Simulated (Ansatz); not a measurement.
Runs of Ansatz 0.2.0 on Al. It takes space group Im-3m (No. 229, cubic). The conventional cell has a = 3.182 Å, b = 3.182 Å, c = 3.182 Å, α = 90.00°, β = 90.00°, γ = 90.00°. Around Al (site symmetry m-3m) lie 8 Al at 2.76 Å. This isn't the form of Al at room conditions, which is fcc.

```csv
task,level,potentials or basis,cell,k mesh,cutoff (eV),smearing,other keys,mesh quality,gap on the mesh (eV),pressure (GPa)
ladder of functionals,m-r2SCAN+D4,PseudoDojo stringent (PBE files),as given,12 × 12 × 12,544,cold 0.01 eV,-,not flagged,none,(a)
density of states,r2SCAN+rVV10,SSSP precision PAW,cell strained at random at fixed volume,8 × 7 × 8,408,gaussian 0.025 eV,scf.lower_state_search = full; scf.algorithm = direct_min,coarse,none,0.5
projected density of states,HSE03,SSSP efficiency PAW,as given,7 × 7 × 7,408,fermi-dirac 0.1 eV,-,coarse,none,2.4
electrostatic potential,HSE03,SSSP precision PAW,as given,8 × 8 × 8,408,cold 0.1 eV,-,not flagged,none,3.6
```

Alike in all rows: no spin polarisation.

Q: Estimate the missing entries.

A: (a) 1.7.

Caveats: some runs use coarse meshes; pairwise dispersion overbinds metals, which lowers pressure and volume (some runs); the thresholds are loose for stress (some runs); the meta-GGA runs on potentials made for a GGA (some runs); the potentials were made for another functional, which shifts forces and pressure (some runs).

A gap of «none» marks a metal or a gap under the smearing width.
